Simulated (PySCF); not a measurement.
A species of formula C2H2Cl2 has this rotational fingerprint, computed with PBE0-D3(BJ)/def2-SVP geometry optimisation, gas phase (PySCF):

- Rotational constants: A = 11640, B = 2517, C = 2069 MHz
- Dipole components: |μa| = 0.00 D, |μb| = 1.80 D, |μc| = 0.00 D
- Inertial defect: 0.00 u·Å²
- κ: -0.91

Question: Which candidate fits, each taken in the one conformer that was computed?
A. `Cl/C=C\Cl`
B. `Cl/C=C/Cl`

Answer: A. It is Cl/C=C\Cl, a near-prolate asymmetric top, point group C2v. The candidates at the same level (rigid rotor, commonest isotopes):

```json
{"SMILES": "Cl/C=C/Cl", "A (MHz)": "53203", "B (MHz)": "1538", "C (MHz)": "1494", "μa (D)": "0.00", "μb (D)": "0.00", "μc (D)": "0.00", "Δ (u·Å²)": "0.00", "point group": "C2h", "rotor": "near-prolate asymmetric top"}
{"SMILES": "Cl/C=C\\Cl", "A (MHz)": "11640", "B (MHz)": "2517", "C (MHz)": "2069", "μa (D)": "0.00", "μb (D)": "1.80", "μc (D)": "0.00", "Δ (u·Å²)": "0.00", "point group": "C2v", "rotor": "near-prolate asymmetric top"}
```

`Cl/C=C/Cl` has A 357 % too high. In the right answer the symmetry axis of this C2v structure is b, so μa and μc vanish by symmetry. No structure here is proved a minimum.
